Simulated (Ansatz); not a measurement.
TiO2:

```xyz
12
Lattice="6.1536 -1.8835 0.0000 6.1536 1.8835 0.0000 -1.9283 0.0000 6.3290" Properties=species:S:1:pos:R:3 pbc="T T T"
Ti   10.5189    0.0000    1.8329
Ti    1.8562    0.0000    1.7959
Ti   -0.1400    0.0000    4.4961
Ti    8.5226    0.0000    4.5330
O     3.8886    0.0000    1.8569
O     1.9846    0.0000    4.1297
O     8.7534    0.0000    6.2992
O     8.3943    0.0000    2.1993
O    10.3741    0.0000    3.9874
O     1.6255    0.0000    0.0298
O     6.4903    0.0000    4.4721
O     0.0047    0.0000    2.3416
```

The cell comes from a database or a generator and needn't be the stable form of this composition.

A run of Ansatz 0.2.0 on this cell left the log below. Logs are shortened: lines on timing, memory, paths and dates and some standing lists are left out, and cuts for length are marked.

```text
Warning: RAYON_NUM_THREADS=2 ignored (pool sized by the plan → 2); use --threads N
scf.n_extra_bands = 30 over 48 filled bands (N_el = 96.0): the run solves 78 bands
Engine: ansatz 0.2.0, aarch64-unknown-linux-gnu
Pseudopotentials: kind: paw
Pseudopotential: Ti, paw, valence charge 12, recommended cutoff 420 eV (normal), Ti.paw.azcp
Pseudopotential: O, paw, valence charge 6, recommended cutoff 420 eV (normal), O.paw.azcp
Functional definition: PBEsol
  exchange = pbesol_x
[... 64 lines left out ...]
  atom  10  O      0.13261167     0.00000000     0.07209176
  atom  11  O      0.13481406     0.00000000     0.00129858
  atom  12  O     -0.04648129     0.00000000     0.01627051
  max |Σ_I F_I| component: 3.47e-17 eV/Å
--- Stress (GPa, compression-positive) ---
       -6.683960       0.000000      -0.022155
        0.000000      -6.405980      -0.000000
       -0.022155      -0.000000      -6.959476
  P = ⅓ Tr σ = -6.6831 GPa (-66.831 kbar)
--- Band table (eV; the first three rows and the last of 78) ---
  k-point 0: bands = ["-49.8296", "-49.8176", "-49.7321", "-49.7255", "-26.3605", "-26.3110", "-26.2845", "-26.2029", "-26.1534", "-26.1525", "-26.1475", "-26.1162", "-26.0658", "-26.0653", "-26.0530", "-26.0487", "-11.2791", "-10.5661", "-10.1718", "-10.0083", "-9.9665", "-9.8713", "-9.6235", "-9.5341", "1.8696", "1.9283", "2.1493", "2.2319", "2.5904", "2.7923", "2.8223", "2.9726", "3.1784", "3.5498", "4.0378", "4.1062", "4.2312", "4.6830", "4.7086", "4.7411", "4.7997", "4.8350", "5.1479", "5.1482", "5.2785", "5.2884", "5.6812", "5.8597", "8.7530", "9.1015", "9.3448", "9.3473", "9.3818", "9.8518", "10.3750", "10.5256", "10.6570", "10.7406", "10.8843", "11.1180", "11.1220", "11.6498", "11.9677", "12.1563", "12.3135", "12.4145", "12.4450", "12.8735", "13.1929", "16.9398", "16.9964", "17.6470", "18.0103", "19.6750", "19.7625", "21.4904", "21.6718", "22.3460"]
  k-point 1: bands = ["-49.8293", "-49.8178", "-49.7323", "-49.7253", "-26.3578", "-26.3116", "-26.2680", "-26.2051", "-26.1541", "-26.1514", "-26.1481", "-26.1328", "-26.0675", "-26.0666", "-26.0511", "-26.0478", "-11.2316", "-10.5874", "-10.2170", "-10.0147", "-9.9397", "-9.8684", "-9.6443", "-9.5238", "1.8741", "1.9265", "2.1096", "2.1420", "2.7075", "2.8189", "2.8720", "3.0954", "3.2171", "3.3092", "4.1021", "4.2807", "4.2897", "4.5198", "4.5881", "4.7394", "4.8831", "4.9334", "5.0237", "5.1551", "5.3239", "5.3552", "5.6169", "5.7079", "8.7991", "9.1472", "9.3066", "9.3501", "9.4415", "9.7947", "10.2542", "10.5216", "10.5618", "10.7503", "11.0261", "11.1070", "11.2573", "11.2762", "11.9761", "12.0874", "12.1809", "12.3065", "12.9215", "13.1722", "13.3762", "15.9464", "17.0583", "17.8371", "18.5312", "19.5397", "20.4292", "20.8616", "21.7948", "22.0432"]
  k-point 2: bands = ["-49.8290", "-49.8180", "-49.7326", "-49.7252", "-26.3581", "-26.3120", "-26.2239", "-26.2056", "-26.1974", "-26.1544", "-26.1507", "-26.1273", "-26.0690", "-26.0678", "-26.0494", "-26.0470", "-11.1780", "-10.6148", "-10.2513", "-10.0263", "-9.9213", "-9.8656", "-9.6617", "-9.5138", "1.8400", "1.9308", "2.0598", "2.1347", "2.7595", "2.8156", "2.9272", "3.0883", "3.4161", "3.4636", "3.8003", "4.1653", "4.3488", "4.4804", "4.5427", "4.7184", "4.8382", "5.0830", "5.1119", "5.2886", "5.3390", "5.3783", "5.4443", "5.6037", "8.8654", "9.1322", "9.2947", "9.4158", "9.4257", "9.7034", "10.3165", "10.3598", "10.5441", "10.7445", "10.8992", "11.0878", "11.1249", "11.5068", "11.9629", "12.0601", "12.1448", "12.2194", "13.1461", "13.2481", "14.1122", "14.9979", "17.0187", "17.7425", "19.3792", "19.5375", "20.3526", "21.0602", "21.2107", "21.6167"]
  k-point 77: bands = ["-49.8281", "-49.8182", "-49.7329", "-49.7256", "-26.3270", "-26.2647", "-26.2321", "-26.2077", "-26.1753", "-26.1598", "-26.1522", "-26.1479", "-26.1026", "-26.0852", "-26.0675", "-26.0446", "-10.9809", "-10.6790", "-10.1686", "-10.1296", "-10.0347", "-9.8723", "-9.6038", "-9.5886", "2.0206", "2.0436", "2.1768", "2.3060", "2.4175", "2.6444", "2.6774", "3.2821", "3.4037", "3.5767", "4.0551", "4.1112", "4.2376", "4.3289", "4.5650", "4.8267", "4.8380", "4.8442", "4.9267", "4.9393", "5.1854", "5.6286", "5.8173", "5.8385", "9.0103", "9.1241", "9.2634", "9.4260", "9.4505", "9.5571", "10.3013", "10.4937", "10.5899", "10.6025", "11.0313", "11.1404", "11.2371", "11.2571", "11.3273", "11.5254", "12.4222", "12.6671", "13.2977", "13.4501", "14.6103", "15.0850", "16.0709", "17.4773", "19.0019", "20.1029", "20.7523", "20.9941", "21.3867", "21.8095"]
```

Question: What input gives this log?

Answer: Band structure with PBEsol, no spin polarisation. The files as run (others can give the same):

input.yaml
```yaml
crystal:
  lattice:
    - [6.1535771931, -1.8834685, 0.0]
    - [6.1535771931, 1.8834685, 0.0]
    - [-1.9283261078, 0.0, 6.3289668713]
  atoms:
    - { symbol: Ti, position: [0.900071, 0.900071, 0.289602] }
    - { symbol: Ti, position: [0.195286, 0.195286, 0.283762] }
    - { symbol: Ti, position: [0.099929, 0.099929, 0.710398] }
    - { symbol: Ti, position: [0.804714, 0.804714, 0.716238] }
    - { symbol: O, position: [0.361931, 0.361931, 0.293397] }
    - { symbol: O, position: [0.2634885, 0.2634885, 0.6525] }
    - { symbol: O, position: [0.8671885, 0.8671885, 0.995291] }
    - { symbol: O, position: [0.7365115, 0.7365115, 0.3475] }
    - { symbol: O, position: [0.9416475, 0.9416475, 0.630021] }
    - { symbol: O, position: [0.1328115, 0.1328115, 0.004709] }
    - { symbol: O, position: [0.638069, 0.638069, 0.706603] }
    - { symbol: O, position: [0.0583525, 0.0583525, 0.369979] }
hamiltonian:
  xc: pbesol
  pseudopotentials: { kind: paw }
kpoints:
  mp_grid: { grid: [8, 8, 4] }
  band_path:
    path:
      - [[0.0, 0.0, 0.0], [0.5, 0.5, 1.0], [-0.9361180477, -0.9361180477, 2.1067149013], [0.5, 0.5, 0.5], [0.2894712774, 0.7105287226, 0.5]]
      - [[-0.2894712774, 0.2894712774, -0.5], [0.0, 0.0, -0.5], [1.9361180477, 1.9361180477, -1.1067149013]]
      - [[0.5, 0.5, 1.0], [0.3919103315, 0.6080896685, 1.0]]
      - [[-0.3919103315, 0.3919103315, 0.0], [0.0, 0.0, 0.0], [0.0, 0.5, 0.5]]
      - [[0.0, 0.5, 0.0], [0.0, 0.0, 0.0]]
    npoints: 10
scf:
  occupations: { method: fermi_dirac, width: 0.05 }
  n_extra_bands: 30
output:
  forces: true
  stress: true
  eigenvalues: true
  fatbands: true
```

Potentials or basis: Ansatz PAW.
Run with:
```bash
$ ansatz run input.yaml --threads 2 --pin off --max-ram 5120MiB --backend cpu --events-out ev --progress --plain --runs-dir out
```

Caveat: the pressure holds a Pulay correction of +0.7 GPa for the finite cutoff; the PAW data sets come from PBE, with cores solved anew for the run's functional, which leaves a small shift of forces and pressure.
